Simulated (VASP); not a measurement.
# Na16F (a cell with a defect) in VASP: notebook, part 2 of 2

VASP 6.6.1. The steps go on from the part before.

### 4 Single point, PBE

INCAR

```
SYSTEM = Na16F
PREC = Accurate
ENCUT = 520
EDIFF = 1E-7
ISMEAR = -1
SIGMA = 0.15
LREAL = Auto
LASPH = .True.
NELM = 100
ALGO = Fast
ISIF = 2
LWAVE = .False.
LCHARG = .True.
GGA = PE
LELF = .True.
LVHAR = .True.
NBANDS = 74
```

KPOINTS

```
Automatic mesh
0
Gamma
  2 2 2
  0 0 0
```

POSCAR

```
Na16F
1.0
    8.4600000000      0.0000000000      0.0000000000
    0.0000000000      8.4600000000      0.0000000000
    0.0000000000      0.0000000000      8.4600000000
Na F
16 1
Direct
    0.0064184397     -0.0621276596     -0.0713947991
    0.4795981087     -0.0235697400     -0.0281560284
   -0.0421749409      0.4995626478      0.0374940898
    0.0414302600     -0.0053546099      0.5414302600
    0.2649408983      0.3103782506      0.2048463357
    0.5380851064      0.5309574468     -0.0695626478
    0.4796453901     -0.0315721040      0.3912293144
    0.7380378251      0.1254137116      0.2478841608
    0.0284515366      0.5206855792      0.5650591017
    0.2124231678      0.7465721040      0.2869267139
    0.2401418440      0.2622931442      0.7427659574
    0.5029196217      0.4279314421      0.4441725768
    0.7330260047      0.7711583924      0.2578368794
    0.8449054374      0.1667494090      0.8413002364
    0.2742198582      0.7151182033      0.7368321513
    0.7193380615      0.7090425532      0.7046217494
    0.8860283688     -0.0596335697      0.7068203310
```

Command:

```console
cat potpaw_PBE.64/Na_pv/POTCAR potpaw_PBE.64/F/POTCAR > POTCAR
mpirun -np 1 vasp_std > vasp.out
```

It took 7.5 min on 1 thread of Intel Xeon Platinum 8488C (Sapphire Rapids), shared host; peak memory 0.64 GiB.

Results (log left out):

| Quantity | Value |
| --- | --- |
| Free energy | -25.4011 eV |
| Pressure | 1.1 GPa |
| Largest force | 1.282 eV/Å |
| Band gap on the k mesh | none (metal or under the smearing width) |

Forces in eV/Å, atoms in the order of the input:
```
Na   0.575 -0.762  0.722
Na  -0.122  0.023 -0.028
Na   0.039  0.041 -0.054
Na   0.615  0.248 -1.062
Na  -0.198 -0.279 -0.159
Na  -0.162 -0.429  0.517
Na  -0.580  0.136  0.666
Na   0.510  0.761 -0.210
Na  -0.297 -0.280 -0.335
Na  -0.031 -0.193 -0.334
Na   0.328  0.002  0.150
Na   0.226  0.214  0.241
Na   0.285 -0.639 -0.164
Na  -0.728  0.686 -0.492
Na   0.193  0.101 -0.010
Na   0.311  0.594 -0.263
F   -0.966 -0.225  0.813
```

Stress tensor (GPa, compression positive):
```
 1.45 -0.12 -0.11
-0.12  1.06 -0.15
-0.11 -0.15  0.86
```

Levels at points of the mesh, in eV from the Fermi level:
| k point | band 56 | band 57 | band 58 | band 59 | band 60 | band 61 | band 62 | band 63 |
| --- | --- | --- | --- | --- | --- | --- | --- | --- |
| (0.00, 0.00, 0.00) | -0.90 | -0.82 | -0.75 | -0.52 | 0.77 | 0.84 | 0.87 | 0.95 |
| (0.50, 0.00, 0.00) | -0.55 | -0.49 | -0.45 | -0.36 | -0.28 | -0.11 | 0.26 | 1.31 |
| (0.00, 0.50, 0.00) | -0.56 | -0.51 | -0.46 | -0.38 | -0.22 | -0.10 | 0.19 | 1.32 |
| (0.00, 0.00, 0.50) | -0.52 | -0.47 | -0.41 | -0.32 | -0.23 | -0.15 | 0.00 | 1.30 |
| (0.50, 0.50, 0.00) | -1.79 | -0.09 | 0.02 | 0.05 | 0.14 | 0.17 | 0.25 | 0.33 |
| (0.00, 0.50, 0.50) | -1.70 | -0.08 | 0.00 | 0.04 | 0.09 | 0.16 | 0.22 | 0.39 |
| (0.50, 0.00, 0.50) | -1.67 | -0.04 | -0.02 | 0.05 | 0.08 | 0.13 | 0.18 | 0.46 |
| (0.50, 0.50, 0.50) | -1.45 | -1.37 | -1.30 | -1.20 | -0.79 | 2.01 | 2.03 | 2.11 |

Caveat: the k mesh is coarse (spacing up to 0.37 Å⁻¹), so the values aren't converged; an odd number of electrons without spin polarisation forces a metal; a magnetic or distorted state may lie lower.

### 5 Single point, PBE

INCAR

```
  PREC = Accurate
  ENCUT = 520
  EDIFF = 1E-7
  ISMEAR = -1
  SIGMA = 0.15
  LREAL = Auto
  LASPH = True
  NELM = 100
  ALGO = Fast
  ISIF = 2
  LWAVE = False
  LCHARG = True
  GGA = PE
  LELF = True
  LVHAR = True
  NBANDS = 74
```

KPOINTS

```
Automatic mesh
0
Gamma
  2 2 2
```

POSCAR

```
Na16F
1.0
    8.4600000000      0.0000000000      0.0000000000
    0.0000000000      8.4600000000      0.0000000000
    0.0000000000      0.0000000000      8.4600000000
Na F
16 1
Direct
    0.0843380615     -0.0961583924     -0.0650827423
    0.5172104019     -0.0081087470     -0.0121158392
   -0.0757801418      0.5187825059      0.0019858156
    0.0316075650      0.0065957447      0.5018439716
    0.2121276596      0.3209101655      0.1692907801
    0.5878132388      0.5151182033     -0.0405910165
    0.4407210402      0.0191489362      0.4304846336
    0.7846453901      0.1450354610      0.2774349882
   -0.0229787234      0.4595981087      0.5312174941
    0.2298108747      0.7524704492      0.3355437352
    0.2606973995      0.2965602837      0.7477068558
    0.5300827423      0.4022695035      0.4742434988
    0.7315602837      0.7360992908      0.2366193853
    0.7755200946      0.1934397163      0.8519267139
    0.3283215130      0.7214539007      0.7524349882
    0.7474822695      0.7505437352      0.6825768322
    0.8472222222     -0.0220212766      0.7165602837
```

Potentials or basis: VASP PAW PBE potentials, release 64 (Na_pv, F).

Command:

```console
cat potpaw_PBE.64/Na_pv/POTCAR potpaw_PBE.64/F/POTCAR > POTCAR
mpirun -np 1 vasp_std > vasp.out
```

OUTCAR:

```text
PREC = Accurate
   ENCUT = 520
   EDIFF = 1E-7
   ISMEAR = -1
   LREAL = Auto
   LASPH = True
   NELM = 100
   ISIF = 2
   GGA = PE

 ion  position               nearest neighbor table
   1  0.084  0.904  0.935-
   2  0.517  0.992  0.988-
   3  0.924  0.519  0.002-
[... 817 lines left out ...]
  --------------------------------------------------------------------------------------
  -------------------------------------------------------------------------------------
  Total        3.0566112      2.9482965     -0.3423811      0.1482683      1.0200410      0.2855779
  in kB        8.0879730      7.8013659     -0.9059606      0.3923268      2.6990886      0.7556558
  external PRESSURE =       4.9944594 kB  Pullay stress =       0.0000000 kB

 VOLUME and BASIS-vectors are now :
 -----------------------------------------------------------------------------
  energy-cutoff  :      520.00
  volume of cell :      605.50
      direct lattice vectors                 reciprocal lattice vectors
     8.460000000  0.000000000  0.000000000     0.118203310  0.000000000  0.000000000
     0.000000000  8.460000000  0.000000000     0.000000000  0.118203310  0.000000000
     0.000000000  0.000000000  8.460000000     0.000000000  0.000000000  0.118203310

 POSITION                                       TOTAL-FORCE (eV/Angst)
 -----------------------------------------------------------------------------------
      0.71350      7.64650      7.90940        -0.456065      0.308389      0.088017
      4.37560      8.39140      8.35750        -0.297593     -0.095319      0.130892
      7.81890      4.38890      0.01680         0.634460     -0.010703     -0.031444
      0.26740      0.05580      4.24560        -0.246950      0.056213      0.571273
      1.79460      2.71490      1.43220         0.127351     -0.150825      0.123141
      4.97290      4.35790      8.11660        -0.671648     -0.191296      0.086107
[... 9 lines left out ...]
      6.32370      6.34960      5.77460        -0.074241      0.031806     -0.067389
      7.16750      8.27370      6.06210         0.451990      0.273858      0.089444
 -----------------------------------------------------------------------------------
    total drift:                                0.000524      0.000942     -0.002308

  FREE ENERGIE OF THE ION-ELECTRON SYSTEM (eV)
  ---------------------------------------------------
  free  energy   TOTEN  =       -25.9771370931 eV

  energy  without entropy=      -25.2233189610  energy(sigma->0) =      -25.60022803
```

stdout:

```text
POSCAR found type information on POSCAR NaF
 POSCAR found :  2 types and      17 ions
 scaLAPACK will be used
 LDA part: xc-table for (Slater+PW92), standard interpolation
 POSCAR, INCAR and KPOINTS ok, starting setup
 FFT: planning ... GRIDC
 FFT: planning ... GRID_SOFT
 FFT: planning ... GRID
 WAVECAR not read
 entering main loop
```

Wall time 8.4 min (1 thread of Intel Xeon Platinum 8488C (Sapphire Rapids), shared host); peak memory 0.64 GiB.

Results:

```yaml
Free_energy: -25.9771 eV
Pressure: 0.5 GPa
Largest_force: 0.704 eV/Å
Band_gap_on_the_k_mesh: none (metal or under the smearing width)
```

Forces on the atoms (eV/Å):
```
Na  -0.456  0.308  0.088
Na  -0.298 -0.095  0.131
Na   0.634 -0.011 -0.031
Na  -0.247  0.056  0.571
Na   0.127 -0.151  0.123
Na  -0.672 -0.191  0.086
Na   0.148  0.121  0.187
Na   0.006  0.275 -0.280
Na  -0.017  0.033 -0.121
Na  -0.012 -0.540 -0.397
Na   0.048 -0.144  0.133
Na   0.055  0.298 -0.026
Na  -0.006  0.107  0.286
Na   0.299 -0.176 -0.500
Na   0.012 -0.196 -0.273
Na  -0.074  0.032 -0.067
F    0.452  0.274  0.089
```

Stress tensor (GPa, compression positive):
```
 0.81  0.04  0.08
 0.04  0.78  0.27
 0.08  0.27 -0.09
```

Caveat: the k mesh is coarse (spacing up to 0.37 Å⁻¹), so the values aren't converged; an odd number of electrons without spin polarisation forces a metal; a magnetic or distorted state may lie lower.
